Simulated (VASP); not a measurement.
# C (P6_3/mmc) in VASP: phonons with LDA

Aim: the phonons of C with LDA.

Everything below comes from runs of VASP 6.6.1. Logs are shortened: lines on timing, memory, paths and dates and some standing lists are left out, and cuts for length are marked.

**1. Starting point**

Symmetry: P6_3/mmc, No. 194, hexagonal system. Conventional cell: a = 2.456 Å, b = 2.456 Å, c = 6.696 Å, α = 90.00°, β = 90.00°, γ = 120.00°. C (site symmetry -6m2) is surrounded by 3 C at 1.42 Å. C (site symmetry -6m2) is surrounded by 3 C at 1.42 Å.

**2. Phonons, LDA**

File POSCAR:

```
C
1.0
    2.4560000000      0.0000000000      0.0000000000
   -1.2280000000      2.1269583900      0.0000000000
    0.0000000000      0.0000000000      6.6960000000
C
4
Direct
    0.0000000000      0.0000000000      0.7500000000
    0.0000000000      0.0000000000      0.2500000000
    0.3333333300      0.6666666700      0.7500000000
    0.6666666700      0.3333333300      0.2500000000
```

File INCAR.step1:

```
SYSTEM = C
PREC     = Accurate       ! precision mode
ENCUT    = 600            ! plane-wave cutoff, eV
EDIFF    = 1E-8           ! SCF threshold, eV
ISMEAR   = 0              ! smearing method
SIGMA    = 0.02           ! smearing width, eV
LREAL    = .False.        ! projectors in reciprocal space
LASPH    = .True.         ! aspherical terms in the spheres
NELM     = 80             ! most SCF steps
ALGO     = Normal         ! electronic algorithm
ISIF     = 3              ! what is computed and relaxed
LWAVE    = .False.        ! write WAVECAR
LCHARG   = .False.        ! write CHGCAR
GGA      = CA             ! functional
IBRION   = 2              ! ionic algorithm
NSW      = 40             ! ionic steps
EDIFFG   = -0.002         ! ionic threshold
```

File INCAR.step2:

```
SYSTEM = C
PREC     = Accurate       ! precision mode
ENCUT    = 600            ! plane-wave cutoff, eV
EDIFF    = 1E-8           ! SCF threshold, eV
ISMEAR   = 0              ! smearing method
SIGMA    = 0.02           ! smearing width, eV
LREAL    = .False.        ! projectors in reciprocal space
LASPH    = .True.         ! aspherical terms in the spheres
NELM     = 80             ! most SCF steps
ALGO     = Normal         ! electronic algorithm
ISIF     = 2              ! what is computed and relaxed
LWAVE    = .False.        ! write WAVECAR
LCHARG   = .False.        ! write CHGCAR
GGA      = CA             ! functional
IBRION   = 8              ! ionic algorithm
NSW      = 1              ! ionic steps
```

File KPOINTS:

```
regular mesh
0
Gamma
  12 12 4
  0 0 0
```

Potentials or basis: VASP PAW LDA potentials, release 64 (C).

Run with:

```bash
$ cat potpaw_LDA.64/C/POTCAR > POTCAR
$ cp INCAR.step1 INCAR
$ mpirun -np 1 vasp_std > vasp.out
$ cp CONTCAR POSCAR
$ cp INCAR.step2 INCAR
$ mpirun -np 1 vasp_std > vasp.out
```

OUTCAR:

```text
SYSTEM = C
   PREC = Accurate
   ENCUT = 600
   EDIFF = 1E-8
   ISMEAR = 0
   LREAL = .False.
   LASPH = .True.
   NELM = 80
   ISIF = 2
   GGA = CA
   IBRION = 8
   NSW = 1

 ion  position               nearest neighbor table
   1  0.000  0.000  0.750-   3 1.41   3 1.41   3 1.41
   2  0.000  0.000  0.250-   4 1.41   4 1.41   4 1.41
   3  0.333  0.667  0.750-   1 1.41   1 1.41   1 1.41
   4  0.667  0.333  0.250-   2 1.41   2 1.41   2 1.41

  LATTYP: Found a hexagonal cell.
 ALAT       =     2.4461395773
 C/A-ratio  =     2.6765345175

  Lattice vectors:

 A1 = (   2.4461395773,   0.0000000000,   0.0000000000)
 A2 = (  -1.2230697887,   2.1184190135,   0.0000000000)
 A3 = (   0.0000000000,   0.0000000000,   6.5471770133)

Analysis of symmetry for initial positions (statically):
=====================================================================
 Subroutine PRICEL returns:
 Original cell was already a primitive cell.

 Routine SETGRP: Setting up the symmetry group for a
 hexagonal supercell.

 Subroutine GETGRP returns: Found 24 space group operations
 (whereof 12 operations were pure point group operations)
 out of a pool of 24 trial point group operations.

The static configuration has the point symmetry D_3d.
 The point group associated with its full space group is D_6h.

Analysis of symmetry for dynamics (positions and initial velocities):
=====================================================================
 Subroutine PRICEL returns:
 Original cell was already a primitive cell.

 Routine SETGRP: Setting up the symmetry group for a
 hexagonal supercell.

 Subroutine GETGRP returns: Found 24 space group operations
 (whereof 12 operations were pure point group operations)
 out of a pool of 24 trial point group operations.

The dynamic configuration has the point symmetry D_3d.
 The point group associated with its full space group is D_6h.

 Subroutine INISYM returns: Found 24 space group operations
 (whereof 12 operations are pure point group operations),
 and found     1 'primitive' translations

----------------------------------------------------------------------------------------

                                     Primitive cell

  volume of cell :      33.9271

  direct lattice vectors                    reciprocal lattice vectors
     2.446139577  0.000000000  0.000000000     0.408807416  0.236025072  0.000000000
    -1.223069789  2.118419013  0.000000000     0.000000000  0.472050144  0.000000000
     0.000000000  0.000000000  6.547177013     0.000000000  0.000000000  0.152737584

  length of vectors
     2.446139577  2.446139576  6.547177013     0.472050144  0.472050144  0.152737584

  position of ions in fractional coordinates (direct lattice)
     0.000000000  0.000000000  0.750000000
     0.000000000  0.000000000  0.250000000
     0.333333330  0.666666670  0.750000000
     0.666666670  0.333333330  0.250000000

  ion indices of the primitive-cell ions
   primitive index   ion index
                 1           1
                 2           2
                 3           3
                 4           4

[... 140 lines left out ...]
      9       8.9427      0.00000
     10      13.3440      0.00000
     11      13.3471      0.00000
     12      13.4085      0.00000
[... 331 lines left out ...]
 k-point    24 :       0.3333   -0.0000    0.2500
  band No.  band energies     occupation
      1     -12.0465      2.00000
      2     -11.8190      2.00000
      3      -4.6915      2.00000
      4      -4.5723      2.00000
      5      -0.8910      2.00000
      6      -0.8448      2.00000
      7      -0.4924      2.00000
      8       0.9005      2.00000
      9       9.5054      0.00000
     10      10.2752      0.00000
     11      12.6647      0.00000
     12      12.8462      0.00000

 [... further k-points ...]

------------------------ aborting loop because EDIFF is reached ----------------------------------------

  FORCE on cell =-STRESS in cart. coord.  units (eV):
  Direction    XX          YY          ZZ          XY          YZ          ZX
  --------------------------------------------------------------------------------------
  -------------------------------------------------------------------------------------
  Total        0.0110906      0.0110906      0.0074363     -0.0000000     -0.0000000      0.0000000
  in kB        0.5237421      0.5237421      0.3511710     -0.0000000     -0.0000000      0.0000000
  external PRESSURE =       0.4662184 kB  Pullay stress =       0.0000000 kB

 VOLUME and BASIS-vectors are now :
 -----------------------------------------------------------------------------
  energy-cutoff  :      600.00
  volume of cell :       33.93
      direct lattice vectors                 reciprocal lattice vectors
     2.446139577  0.000000000  0.000000000     0.408807416  0.236025072  0.000000000
    -1.223069789  2.118419013  0.000000000     0.000000000  0.472050144  0.000000000
     0.000000000  0.000000000  6.547177013     0.000000000  0.000000000  0.152737584

 POSITION                                       TOTAL-FORCE (eV/Angst)
 -----------------------------------------------------------------------------------
      0.00000      0.00000      4.91038         0.000000     -0.000000      0.000000
      0.00000      0.00000      1.63679        -0.000000      0.000000      0.000000
     -0.00000      1.41228      4.91038         0.000000      0.000000      0.000000
      1.22307      0.70614      1.63679        -0.000000      0.000000     -0.000000
 -----------------------------------------------------------------------------------
    total drift:                               -0.000000      0.000000      0.000000

  FREE ENERGIE OF THE ION-ELECTRON SYSTEM (eV)
  ---------------------------------------------------
  free  energy   TOTEN  =       -40.4527582583 eV

  energy  without entropy=      -40.4524871770  energy(sigma->0) =      -40.45262272

[... ionic steps 2 to 9 ...]

--------------------------------------- Ionic step       10  -------------------------------------------

------------------------ aborting loop because EDIFF is reached ----------------------------------------

[... ionic steps 11 to 11 ...]

--------------------------------------- Ionic step       12  -------------------------------------------

 Free energy of the ion-electron system (eV)
  ---------------------------------------------------
  ---------------------------------------------------
  free energy    TOTEN  =        -0.13758668 eV

  energy without entropy =       -0.13758668

------------------------ aborting loop because EDIFF is reached ----------------------------------------

 INTERNAL STRAIN TENSOR  FOR ION    3  DIRECTION 3   (eV/Angst):
 -----------------------------------------------------------------------------
    -0.00030  0.00000  0.00000
    -0.00000 -0.00030  0.00000
     0.00000 -0.00000  0.00160

 INTERNAL STRAIN TENSOR FOR ION    4 for displacements in x,y,z  (eV/Angst):
          X           Y           Z          XY          YZ          ZX
  --------------------------------------------------------------------------------
  x     0.00000     0.00000     0.00000    -6.26270     0.00000     0.00000
  y    -6.26270     6.26270    -0.00000    -0.00000     0.00000     0.00000
  z    -0.00000     0.00000     0.00000     0.00000     0.00000     0.00000

 SECOND DERIVATIVES (NOT SYMMETRIZED)
 ------------------------------------
               1X          1Y          1Z          2X          2Y          2Z          3X          3Y          3Z          4X          4Y          4Z
  1X   -49.213147    0.000000    0.000000   -0.085831    0.000000    0.000000   49.196010   -0.000000    0.000000    0.102968    0.000000    0.000000
  1Y     0.000000  -49.213147    0.000000    0.000000   -0.085831    0.000000   -0.000000   49.196010    0.000000    0.000000    0.102968    0.000000
  1Z     0.000000    0.000000  -16.416638   -0.000000    0.000000   -0.963583    0.000000    0.000000   16.945423    0.000000    0.000000    0.434798
  2X    -0.085831    0.000000    0.000000  -49.213147    0.000000    0.000000    0.102968    0.000000    0.000000   49.196010   -0.000000    0.000000
  2Y     0.000000   -0.085831    0.000000    0.000000  -49.213147    0.000000    0.000000    0.102968    0.000000   -0.000000   49.196010    0.000000
  2Z    -0.000000    0.000000   -0.963583    0.000000    0.000000  -16.416638    0.000000    0.000000    0.434798    0.000000    0.000000   16.945423
  3X    49.152666   -0.000000    0.000000    0.102902    0.000000    0.000000  -49.024198    0.000000    0.000000   -0.231370    0.000000    0.000000
  3Y    -0.000000   49.152666    0.000000    0.000000    0.102902    0.000000    0.000000  -49.024198    0.000000    0.000000   -0.231370    0.000000
  3Z    -0.000000    0.000000   16.938484   -0.000000    0.000000    0.442972    0.000000   -0.000000  -17.493306    0.000000    0.000000    0.111851
  4X     0.102902    0.000000    0.000000   49.152666   -0.000000    0.000000   -0.231370    0.000000    0.000000  -49.024198    0.000000    0.000000
  4Y     0.000000    0.102902    0.000000   -0.000000   49.152666    0.000000    0.000000   -0.231370    0.000000    0.000000  -49.024198    0.000000
  4Z    -0.000000    0.000000    0.442972   -0.000000    0.000000   16.938484    0.000000    0.000000    0.111851    0.000000   -0.000000  -17.493306

 Eigenvectors and eigenvalues of the dynamical matrix
 ----------------------------------------------------

   1 f  =   44.781587 THz   281.371012 2PiTHz 1493.752969 cm-1   185.201681 meV
             X         Y         Z           dx          dy          dz
      0.000000  0.000000  4.910383    -0.500110   -0.000000   -0.000000
      0.000000  0.000000  1.636794    -0.500110   -0.000000   -0.000000
     -0.000000  1.412279  4.910383     0.499890    0.000000   -0.000000
      1.223070  0.706140  1.636794     0.499890    0.000000   -0.000000
[... 71 lines left out ...]
  12 f/i=    1.507037 THz     9.468996 2PiTHz   50.269358 cm-1     6.232603 meV
             X         Y         Z           dx          dy          dz
      0.000000  0.000000  4.910383     0.499147    0.000007   -0.000000
      0.000000  0.000000  1.636794    -0.499147   -0.000007    0.000000
     -0.000000  1.412279  4.910383     0.500851    0.000007   -0.000000
      1.223070  0.706140  1.636794    -0.500851   -0.000007    0.000000

--------------------------------------------------------------------------------------------------------

 ELASTIC MODULI CONTR FROM IONIC RELAXATION (kBar)
 Direction    XX          YY          ZZ          XY          YZ          ZX
 --------------------------------------------------------------------------------
 XX         -70.0703     70.0703     -0.0000      0.0000      0.0000      0.0000
 YY          70.0703    -70.0703      0.0000     -0.0000     -0.0000      0.0000
 ZZ          -0.0000      0.0000     -0.0000      0.0000      0.0000      0.0000
 XY           0.0000     -0.0000      0.0000    -70.0703     -0.0000      0.0000
 YZ           0.0000     -0.0000      0.0000     -0.0000     -0.0000      0.0000
 ZX           0.0000      0.0000      0.0000      0.0000      0.0000      0.0000
 --------------------------------------------------------------------------------
```

It took 5.9 min on 1 thread of Intel Xeon Platinum 8559C (Emerald Rapids), shared host; peak memory 0.34 GiB.

Results:

```
Relaxed volume                         : 8.48 Å³/atom
Relaxed cell                           : a = 2.446 Å, b = 2.446 Å, c = 6.547 Å, α = 90.00°, β = 90.00°, γ = 120.00°
Space group after relaxing (to 0.05 Å) : P6_3/mmc (No. 194)
Highest phonon frequency at Γ          : 1494 cm⁻¹
Most unstable mode                     : 50i cm⁻¹
```

The path:
```csv
step,energy change (eV),largest force (eV/Å),pressure (GPa),volume (Å³)
1,0.0000,0.0000,-3.55,34.98
2,0.0200,0.0000,8.10,34.01
3,-0.0044,0.0000,-0.23,34.69
4,-0.0044,0.0000,-0.16,34.68
5,-0.0046,0.0000,-0.15,34.63
6,-0.0052,0.0000,-0.10,34.47
7,-0.0059,0.0000,-0.01,34.15
8,-0.0055,0.0000,0.22,33.51
9,-0.0061,0.0000,0.06,33.94
10,-0.0061,0.0000,0.07,33.92
11,-0.0059,0.0000,-0.63,33.98
12,-0.0061,0.0000,0.00,33.93
```

Final structure:
```cif
data_structure
_symmetry_space_group_name_H-M 'P 1'
_symmetry_Int_Tables_number 1
_cell_length_a 2.4461
_cell_length_b 2.4461
_cell_length_c 6.5472
_cell_angle_alpha 90.000
_cell_angle_beta 90.000
_cell_angle_gamma 120.000
_cell_volume 33.93
loop_
_atom_site_label
_atom_site_type_symbol
_atom_site_fract_x
_atom_site_fract_y
_atom_site_fract_z
_atom_site_occupancy
C1 C 0.00000 0.00000 0.75000 1
C2 C 0.00000 0.00000 0.25000 1
C3 C 0.33333 0.66667 0.75000 1
C4 C 0.66667 0.33333 0.25000 1
```

Phonon frequencies in cm⁻¹ (negative: imaginary):
```
              q point                                    frequencies
(0.000, 0.000, 0.000)  -50 -50 -14 0 0 0 865 887 1490 1490 1494 1494
```

Caveat: some modes are imaginary.
